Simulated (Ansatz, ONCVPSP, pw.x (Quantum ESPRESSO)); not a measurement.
## From atom to crystal: ONCV potential for tellurium (Te)

```json
{"Element": "Te", "Generator": "ONCVPSP 4.0.1.1 (patched build)", "Type": "optimised norm-conserving Vanderbilt (ONCV)", "Functional": "PBE", "Relativity": "scalar-relativistic", "Frozen core": "[Kr] 4d10", "Valence charge": "6", "Reference configuration": "5s2 5p3.75 (charge +0.25)", "Partial waves": "5s: rc 1.75 bohr, ncon 4, nbas 8, qcut 3 1/bohr, 2 projectors, debl 2.1 Ha; 5p: rc 2.00 bohr, ncon 3, nbas 6, qcut 4.3 1/bohr, 2 projectors, debl 2.5 Ha", "Local potential": "polynomial inside 1.15 bohr (lpopt 3, dvloc0 1 Ha)", "Core correction": "Teter function, parameters optimised by the program"}
```

Atomic tests: cutoffs needed: 28 Ha and 53 Ha (the cutoffs (Ha) at which the residual kinetic energy of the hardest occupied pseudo-wave falls to 1 and 0.1 mHa per electron); ghost test: ghosts flagged at negative energy: s at -13.7 eV; GHOST(+) flagged for p at 81.8 eV; a true bound ghost makes a file unfit for plane-wave use; configuration tests: 1 of 4 tests not solved or not reliable.

Crystal test: sc Te in pw.x 7.5, no spin, 10³ k-points, Fermi–Dirac smearing 0.01 Ry, cutoffs 125/500 Ry. The reference is all-electron LAPW (Ansatz 0.2.0) with the same functional, mesh and smearing; V0 and B0 come from Birch–Murnaghan fits to the pressures at five volumes. Errors are pseudo minus all-electron; Δ is the rms difference of the E(V) curves that follow from these fits, minima aligned, over ±6 % about the mean V0. Mesh and smearing are coarse, so the numbers serve the comparison and aren't converged zero-temperature values; the lattice is a test structure that the element need not adopt.

| V (Å³/atom) | P all-electron (GPa) | P pseudo (GPa) |
| --- | --- | --- |
| 31.282 | 2.73 | -39.33 |
| 32.105 | 1.21 | -37.04 |
| 32.928 | -0.11 | -34.89 |
| 33.751 | -1.25 | -32.90 |
| 34.574 | -2.23 | -31.07 |

All-electron: a0 = 3.203 Å (V0 = 32.86 Å³/atom), B0 = 49.4 GPa.

Pseudopotential: mean pressure error (GPa): -35.11. The pressure does not cross zero within the volumes sampled, so no fit is given. This is a poor potential for the solid. The pseudo pressure rises with volume over the whole range, a mechanical instability. Note: ghosts flagged at negative energy: s at -13.7 eV; GHOST(+) flagged for p at 81.8 eV. A true bound ghost makes a file unfit for plane-wave use. Atomic configuration tests: 1 of 4 tests not solved or not reliable.

**Question.** At the middle volume, how do free energy and pressure move when the wave cutoff is lowered (ecutrho kept at four times it)?

**Answer.**

| cutoff (Ry) | shift of F (meV/atom) | shift of P (GPa) |
| --- | --- | --- |
| 56 | +108.8 | -3.07 |
| 75 | +23.1 | -0.08 |
| 100 | +8.8 | -0.17 |

The run at the middle volume (56 k-points, 10 iterations) took about 89 s on one core of a shared host (Neoverse-N1, 64 threads, 124 GiB, load 53).
